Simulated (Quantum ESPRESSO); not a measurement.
**MnS under changes of volume**

One of the cells (21.464 Å³/atom); the others are scaled copies at fixed shape and fractional positions:

```
CELL_PARAMETERS angstrom
3.95358 0.00000 0.00000
-1.97679 3.42390 0.00000
0.00000 0.00000 6.34253
ATOMIC_POSITIONS crystal
Mn 0.66667 0.33333 0.49884
Mn 0.33333 0.66667 0.99884
S 0.33333 0.66667 0.62615
S 0.66667 0.33333 0.12615
```

The cell is a database's computed one.

* Program: Quantum ESPRESSO 7.5
* Functional: PBEsol
* Potentials or basis: PseudoDojo 0.4.1 SR PBEsol standard
* Cutoff: 1306 eV
* Density cutoff: 5225 eV
* k mesh: 4 × 4 × 2
* Occupations: fermi-dirac, width 0.05 eV
* Spin: collinear spin, ferromagnetic start
* Starting moments: [4.0, 4.0, 0.0, 0.0] μB

```csv
volume (Å³/atom),energy over the lowest point (meV/atom),pressure (GPa),moment (μB per cell),largest force (eV/Å)
20.176,?,?,?,?
20.606,5.89,1.8,9.66,0.292
21.035,1.04,0.9,9.78,0.286
21.464,0.00,-0.4,9.81,0.268
21.893,2.71,-1.6,9.83,0.251
22.323,8.14,-2.5,9.88,0.235
22.752,15.43,-3.3,9.94,0.217
```

Q: What does the run at 20.176 Å³/atom give?

A: Energy over the lowest point 11.75 meV/atom; pressure 2.0 GPa; moment 9.38 μB per cell; largest force 0.293 eV/Å.

Worked out: A Birch-Murnaghan fit of order 3 (a polynomial in V^(-2/3)) to the other rows has its minimum at 21.34 Å³/atom with B0 = V·E''(V) = 67 GPa (rough, since the energies scatter) at fixed shape and positions, which overstates the stiffness. It gives 16.15 meV/atom at 20.176 Å³/atom, against the run's 11.75, and -dE/dV = 4.9 GPa, against 2.0. A parabola through the other rows of the moment, of slope 0.179 μB per Å³/atom there, extrapolates to 9.61 μB, against the run's 9.38.

Energies are extrapolated to zero smearing.

Caveats: all runs use coarse meshes; only a ferromagnetic start was run, and an antiferromagnetic order may lie lower in energy.
